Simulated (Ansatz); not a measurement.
## HfO₂: stationary points along a deformation path

Computed with Ansatz 0.2.0, DFT r2SCAN, scalar-relativistic, plane waves, PAW. Cutoff 500 eV, Γ-centred 8×8×6 k-points, Gaussian smearing of 0.05 eV. Spin–orbit coupling is left out, which can shift energies with elements as heavy as these. No spin polarisation. Energies are free energies at this smearing, counted from the undisturbed cell; pressure is positive in compression.

The starting cell (relaxed at this level; this form isn't the usual structure):

```
Hf O
1.0
     3.57682    0.00000    0.00000
     0.00000    3.57682    0.00000
     0.00000    0.00000    5.20267
Hf O
2 4
Direct
  0.50000 0.50000 0.50000
  0.00000 0.00000 0.00000
  0.00000 0.50000 0.69616
  0.50000 0.00000 0.80384
  0.50000 0.00000 0.30384
  0.00000 0.50000 0.19616
```

At fixed volume and fractional coordinates, lengths along (0.000, 0.000, 1.000) are scaled against those across it; ρ is that ratio over its starting value. V = 11.094 Å³/atom. Δσ is the stress along the axis less the mean stress across it (compression positive).

```csv
ρ,ΔE (meV/atom),Δσ (GPa),space group
0.850,237.1,65.50,P4_2/nmc
0.920,60.3,31.89,P4_2/nmc
0.960,14.2,15.21,P4_2/nmc
1.000,0.0,0.00,P4_2/nmc
1.100,73.6,-32.83,P4_2/nmc
1.200,260.0,-59.40,P4_2/nmc
```

**Question.** How does the stress give the slope of the energy, and where is the energy stationary?

**Answer.** Along the path d ln(length) is 2/3 d ln ρ on the axis and −1/3 d ln ρ across it, so dE/d ln ρ = −(2/3) V Δσ: the energy falls with ρ where Δσ is positive. Δσ vanishes or changes sign at ρ = 1.000 (P4_2/nmc), a minimum at 0.0 meV/atom. Pairs of stationary points between two samples would go unseen, and could change a minimum read from distant neighbours into a maximum.

**Question.** Integrate that slope from ρ = 1 to 0.850 by the trapezoid rule.

**Answer.** With V/N in Å³ and 1 eV/Å³ = 160.2 GPa the slopes at ρ = 1.000, 0.960, 0.920, 0.850 are 0, -702, -1472, -3024 meV/atom per unit of ln ρ. The steps add 14.3 + 46.3 + 177.9 = 238.5 meV/atom, against 237.1 from the energies; the trapezoid rule misses the curvature of the slope within each step.

Forces appear on the atoms along this scan, and letting them relax would lower the energy and soften the response.

Cost: 6 runs of about 4.6 core-minutes in all, on Intel Xeon Processor @ 2.50GHz (Skylake/Cascade Lake) (shared hosts).